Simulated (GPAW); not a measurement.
Runs of GPAW 26.7.0 on WC. Symmetry: Fm-3m, No. 225, cubic system. Conventional cell: a = 4.385 Å, b = 4.385 Å, c = 4.385 Å, α = 90.00°, β = 90.00°, γ = 90.00°. Around W (site symmetry m-3m) lie 6 C at 2.19 Å. Around C (site symmetry m-3m) lie 6 W at 2.19 Å. Measurements of this composition are mostly on another form, of space group No. 187.

```tsv
task	level	potentials or basis	spin	cell	k mesh	cutoff (eV)	maxiter	band path	band points	convergence	optimizer	gap on the mesh (eV)	pressure (GPa)
band structure	LDA	the program's PAW data sets (release 1.2.1) made for this functional, pw	off	as given	10 × 10 × 10	800	150	GXWKGLUWLK,UX	100	-	-	-	-17.9
single point	PBE	GPAW PAW data sets (gpaw-data 1.2.1), pw	off	as given	8 × 8 × 8	650	120	-	-	default	-	none	(a)
band structure	PBEsol	PAW data sets generated in the run's folder for this functional, pw	off	as given	10 × 10 × 10	800	150	GXWKGLUWLK,UX	100	-	-	-	-10.8
relaxation of the atoms	PBE	GPAW PAW data sets (gpaw-data 1.2.1), pw	off	atoms relaxed from: strain = -0.01	10 × 10 × 10	800	150	-	-	density=1e-05 forces=0.0001	BFGS	none	-
band structure	PBEsol	PAW data sets generated in the run's folder for this functional, pw	SOC, no magnetisation	as given	10 × 10 × 10	800	150	GXWKGLUWLK,UX	100	-	-	-	-10.8
single point	PBEsol	PAW data sets generated in the run's folder for this functional, pw	off	atoms moved at random, drawn with an rms of 0.05 Å	10 × 10 × 10	800	150	-	-	-	-	none	-8.9
```

Alike in all rows: smearing fermi-dirac 0.05 eV.

Task: Fill in the values left out.

Result: (a) -1.2.

Caveats: spin-orbit coupling is left out, which moves the levels of the heavy elements (some runs); the cutoff is short for stress and forces, so pressures can be off by a GPa or more (some runs); the density grid can change from cell to cell, which puts small steps into energies and stress (some runs); the relaxation stopped at its first step, so nothing moved (some runs); later steps reuse the first step's grids (some runs); spin-orbit coupling was added after a scalar SCF, so levels and gaps hold it while energy, forces, pressure and moments don't (some runs); this program's spin-orbit splittings come out too wide for heavy elements (some runs).

A k mesh can miss the band edges, and rows without SOC leave out spin-orbit coupling on W.

A gap of «none» marks a metal or a gap under the smearing width.
